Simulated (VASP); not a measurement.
# MoS2 in VASP: a series of runs, part 2 of 2

VASP 6.6.1. Earlier steps stand in the parts before.

### 4 Work function, PBE, non-collinear spin, zero start, spin-orbit coupling

Contents of INCAR:

```
PREC = Accurate ; ENCUT = 520
EDIFF = 1E-6 ; ISMEAR = -1
SIGMA = 0.05 ; LREAL = False
LASPH = True ; NELM = 60
ALGO = Fast ; ISIF = 2
LWAVE = False ; LCHARG = True
LNONCOLLINEAR = True ; MAGMOM = 0 0 0 0 0 0 0 0 0
LORBIT = 11 ; LSORBIT = True
GGA_COMPAT = False ; LMAXMIX = 4
GGA = PE ; LVHAR = True
LVACPOTAV = True
```

Contents of KPOINTS:

```
Automatic mesh
0
Gamma
  10 10 1
```

Contents of POSCAR:

```
MoS2
1.0
    3.1600000000      0.0000000000      0.0000000000
   -1.5800000000      2.7366402760      0.0000000000
    0.0000000000      0.0000000000     21.1300000000
S Mo
2 1
Direct
    0.6666666667      0.3333333333      0.4259346900
    0.6666666667      0.3333333333      0.5740653100
    0.3333333333      0.6666666667      0.5000000000
```

Potentials or basis: VASP PAW PBE potentials, release 64 (S, Mo_sv).

Command:

```sh
$ cat potpaw_PBE.64/S/POTCAR potpaw_PBE.64/Mo_sv/POTCAR > POTCAR
$ mpirun -np 1 vasp_ncl > vasp.out
```

OUTCAR:

```text
PREC = Accurate
   ENCUT = 520
   EDIFF = 1E-6
   ISMEAR = -1
   LREAL = False
   LASPH = True
   NELM = 60
   ISIF = 2
   LNONCOLLINEAR = True
   LORBIT = 11
   LSORBIT = True
   GGA = PE

 ion  position               nearest neighbor table
   1  0.667  0.333  0.426-   3 2.40   3 2.40   3 2.40
   2  0.667  0.333  0.574-   3 2.40   3 2.40   3 2.40
   3  0.333  0.667  0.500-   1 2.40   2 2.40   1 2.40   2 2.40   1 2.40   2 2.40

  LATTYP: Found a hexagonal cell.
 ALAT       =     3.1600000000
 C/A-ratio  =     6.6867088608

  Lattice vectors:

 A1 = (   3.1600000000,   0.0000000000,   0.0000000000)
 A2 = (  -1.5800000000,   2.7366402760,   0.0000000000)
 A3 = (   0.0000000000,   0.0000000000,  21.1300000000)

Analysis of symmetry for initial positions (statically):
=====================================================================
 Subroutine PRICEL returns:
 Original cell was already a primitive cell.

 Routine SETGRP: Setting up the symmetry group for a
 hexagonal supercell.

 Subroutine GETGRP returns: Found 12 space group operations
 (whereof 12 operations were pure point group operations)
 out of a pool of 24 trial point group operations.

The static configuration has the point symmetry D_3h.

Analysis of symmetry for dynamics (positions and initial velocities):
=====================================================================
 Subroutine PRICEL returns:
 Original cell was already a primitive cell.

 Routine SETGRP: Setting up the symmetry group for a
 hexagonal supercell.

 Subroutine GETGRP returns: Found 12 space group operations
 (whereof 12 operations were pure point group operations)
 out of a pool of 24 trial point group operations.
[... 1005 lines left out ...]
    -1.580000000  2.736640276  0.000000000     0.000000000  0.365411563  0.000000000
     0.000000000  0.000000000 21.130000000     0.000000000  0.000000000  0.047326077

 POSITION                                       TOTAL-FORCE (eV/Angst)
 -----------------------------------------------------------------------------------
      1.58000      0.91221      9.00000        -0.000000     -0.000000     -0.102322
      1.58000      0.91221     12.13000         0.000000      0.000000      0.102322
     -0.00000      1.82443     10.56500         0.000000      0.000000      0.000000
 -----------------------------------------------------------------------------------
    total drift:                                0.000000     -0.000000      0.000000

  FREE ENERGIE OF THE ION-ELECTRON SYSTEM (eV)
  ---------------------------------------------------
  free  energy   TOTEN  =       -21.9451357320 eV

  energy  without entropy=      -21.9451357309  energy(sigma->0) =      -21.94513573

 Spin-Orbit-Coupling matrix elements

 Ion:    1  E_soc:     -0.0022425
 l=   1
     0.0000000    -0.0003595    -0.0004023
    -0.0003595     0.0000000    -0.0003595
    -0.0004023    -0.0003595     0.0000000
 l=   2
     0.0000000     0.0000000     0.0000000     0.0000000     0.0000000
     0.0000000     0.0000000     0.0000000     0.0000000     0.0000000
     0.0000000     0.0000000     0.0000000     0.0000000     0.0000000
     0.0000000     0.0000000     0.0000000     0.0000000     0.0000000
     0.0000000     0.0000000     0.0000000     0.0000000     0.0000000
 l=   3
     0.0000000     0.0000000     0.0000000     0.0000000     0.0000000     0.0000000     0.0000000
     0.0000000     0.0000000     0.0000000     0.0000000     0.0000000     0.0000000     0.0000000
     0.0000000     0.0000000     0.0000000     0.0000000     0.0000000     0.0000000     0.0000000
     0.0000000     0.0000000     0.0000000     0.0000000     0.0000000     0.0000000     0.0000000
[... 29 lines left out ...]
 l=   2
     0.0000000    -0.0004792     0.0000000    -0.0004792    -0.0021661
    -0.0004792     0.0000000    -0.0015596    -0.0004049    -0.0004792
     0.0000000    -0.0015596     0.0000000    -0.0015596     0.0000000
    -0.0004792    -0.0004049    -0.0015596     0.0000000    -0.0004792
    -0.0021661    -0.0004792     0.0000000    -0.0004792     0.0000000
 l=   3
     0.0000000     0.0000000     0.0000000     0.0000000     0.0000000     0.0000000     0.0000000
     0.0000000     0.0000000     0.0000000     0.0000000     0.0000000     0.0000000     0.0000000
     0.0000000     0.0000000     0.0000000     0.0000000     0.0000000     0.0000000     0.0000000
     0.0000000     0.0000000     0.0000000     0.0000000     0.0000000     0.0000000     0.0000000
     0.0000000     0.0000000     0.0000000     0.0000000     0.0000000     0.0000000     0.0000000
     0.0000000     0.0000000     0.0000000     0.0000000     0.0000000     0.0000000     0.0000000
     0.0000000     0.0000000     0.0000000     0.0000000     0.0000000     0.0000000     0.0000000

 total charge

# of ion       s       p       d       tot
------------------------------------------
    1        1.363   2.343   0.000   3.706
    2        1.363   2.343   0.000   3.706
    3        2.292   6.225   3.952  12.468
--------------------------------------------------
tot          5.018  10.910   3.952  19.880

 magnetization (x)

# of ion       s       p       d       tot
------------------------------------------
    1        0.000   0.000   0.000   0.000
    2       -0.000   0.000   0.000  -0.000
    3       -0.000   0.000   0.000   0.000
--------------------------------------------------
tot         -0.000   0.000   0.000   0.000

 magnetization (y)

# of ion       s       p       d       tot
------------------------------------------
    1        0.000  -0.000   0.000  -0.000
    2       -0.000   0.000   0.000  -0.000
    3       -0.000   0.000   0.000   0.000
--------------------------------------------------
tot         -0.000  -0.000   0.000  -0.000

 magnetization (z)

# of ion       s       p       d       tot
------------------------------------------
    1        0.000   0.000   0.000   0.000
    2        0.000   0.000   0.000   0.000
    3        0.000   0.000   0.000   0.000
--------------------------------------------------
tot          0.000   0.000   0.000   0.000
```

stdout:

```text
POSCAR found type information on POSCAR S Mo
 POSCAR found :  2 types and       3 ions
 scaLAPACK will be used
 LDA part: xc-table for (Slater+PW92), standard interpolation
 POSCAR, INCAR and KPOINTS ok, starting setup
 FFT: planning ... GRIDC
 FFT: planning ... GRID_SOFT
 FFT: planning ... GRID
 WAVECAR not read
 entering main loop
```

Wall time 7.7 min (1 thread of Intel Xeon Platinum 8259CL at 2.50GHz (Skylake/Cascade Lake), shared host); peak memory 0.76 GiB.

What came out:

```yaml
Free_energy: -21.9451 eV
Largest_force: 0.102 eV/Å
Net_moment: 0.00 μB per cell
Valence_electrons_inside_the_program's_atomic_spheres: S 3.71; Mo 12.47
```

Forces on the atoms (eV/Å):
```
S    0.000  0.000 -0.102
S    0.000  0.000  0.102
Mo   0.000  0.000  0.000
```

Moments on the atoms (μB; x, y, z):
```
S   0.00 0.00 0.00
S   0.00 0.00 0.00
Mo  0.00 0.00 0.00
```

### 5 Summary

| level | potentials or basis | spin | gap on the mesh (eV) | largest force (eV/Å) |
| --- | --- | --- | --- | --- |
| LDA | VASP PAW LDA potentials, release 64 (S, Mo_sv) | off | 1.95 | 0.48 |
| PBE | VASP PAW PBE potentials, release 64 (S, Mo_sv) | off | 1.96 | 0.10 |
| PBE | VASP PAW PBE potentials, release 64 (S, Mo_sv) | non-collinear, zero start, SOC | - | 0.10 |

Alike in all rows: task work function; cell as given; k mesh 10 × 10 × 1; cutoff (eV) 520; smearing fermi-dirac 0.05 eV.

Total energies depend on the potentials used, so only differences within one code and one set of settings carry meaning.
